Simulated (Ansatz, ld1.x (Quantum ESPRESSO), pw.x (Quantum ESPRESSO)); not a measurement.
What a changed setting does to a pw.x run (sc Te)

Potential: norm-conserving Troullier–Martins (Kleinman–Bylander form), ld1.x (Quantum ESPRESSO) 7.5, PBE; core [Kr] 4d10, reference 5s2 5p3.75; waves: 5p (bound): rc 2.96 bohr; 5d channel at 0.25 Ry: rc 3.22 bohr; 5s (bound): rc 2.50 bohr; local part: the s channel; core correction: none.

The reference run (k-mesh 10³, cutoffs 35/140 Ry, Fermi–Dirac 0.01 Ry, mixing_beta 0.4, conv_thr 1e-9, no spin) gives -0.84 GPa at 32.928 Å³/atom, where all-electron LAPW gives -0.11 GPa. This run, with its own iteration cap, changes k-mesh shift to 1.

```
&control
  calculation='scf', prefix='x', pseudo_dir='./', outdir='./tmp', tstress=.true., disk_io='none'
/
&system
  ibrav=0, nat=1, ntyp=1, ecutwfc=35, ecutrho=140, nbnd=10,
  occupations='smearing', smearing='fd', degauss=0.01
/
&electrons
  conv_thr=1e-09, mixing_beta=0.4, electron_maxstep=70
/
ATOMIC_SPECIES
Te 1.0 Te.UPF
CELL_PARAMETERS angstrom
  3.20519988 0.00000000 0.00000000
  0.00000000 3.20519988 0.00000000
  0.00000000 0.00000000 3.20519988
ATOMIC_POSITIONS crystal
Te 0.0000 0.0000 0.0000
K_POINTS automatic
10 10 10 1 1 1
```

```bash
pw.x < Te.scf.in > Te.scf.out
```

Task: How does the run end?

Result: It converges in 6 iterations; the free energy moves by +4.9 meV/atom and the pressure by -0.03 GPa.

```
Message from routine setup:
     using ibrav=0 with symmetry is DISCOURAGED, use correct ibrav instead
     lattice parameter (alat)  =       6.0569  a.u.
     unit-cell volume          =     222.2092 (a.u.)^3
     number of electrons       =         6.00
     number of Kohn-Sham states=           10
     kinetic-energy cutoff     =      35.0000  Ry
     charge density cutoff     =     140.0000  Ry
     scf convergence threshold =      1.0E-09
     Exchange-correlation= PBE
     number of k points=    35  Fermi-Dirac smearing, width (Ry)=  0.0100
     iteration #  1     ecut=    35.00 Ry     beta= 0.40
     total energy              =     -16.39824960 Ry
     estimated scf accuracy    <       0.00659701 Ry
     iteration #  2     ecut=    35.00 Ry     beta= 0.40
     total energy              =     -16.39797693 Ry
     estimated scf accuracy    <       0.00166697 Ry
     iteration #  3     ecut=    35.00 Ry     beta= 0.40
     total energy              =     -16.39813264 Ry
     estimated scf accuracy    <       0.00003135 Ry
     iteration #  4     ecut=    35.00 Ry     beta= 0.40
     total energy              =     -16.39813408 Ry
     estimated scf accuracy    <       0.00000023 Ry
     iteration #  5     ecut=    35.00 Ry     beta= 0.40
     total energy              =     -16.39813413 Ry
     estimated scf accuracy    <          4.0E-09 Ry
     iteration #  6     ecut=    35.00 Ry     beta= 0.40
     the Fermi energy is     6.3761 ev
!    total energy              =     -16.39813413 Ry
     estimated scf accuracy    <          9.0E-10 Ry
     smearing contrib. (-TS)   =      -0.00260767 Ry
     The total energy is F=E-TS. E is the sum of the following terms:
     one-electron contribution =       3.09902444 Ry
     hartree contribution      =       0.91905607 Ry
     xc contribution           =      -3.54988668 Ry
     ewald contribution        =     -16.86372028 Ry
     convergence has been achieved in   6 iterations
          total   stress  (Ry/bohr**3)                   (kbar)     P=       -8.74
     Message from routine punch:
     Nothing written, as per user request (disk_io='none')
```

The run took about 1.8 s on one core of a shared host (Neoverse-V2, 96 threads, 742 GiB, load 18).
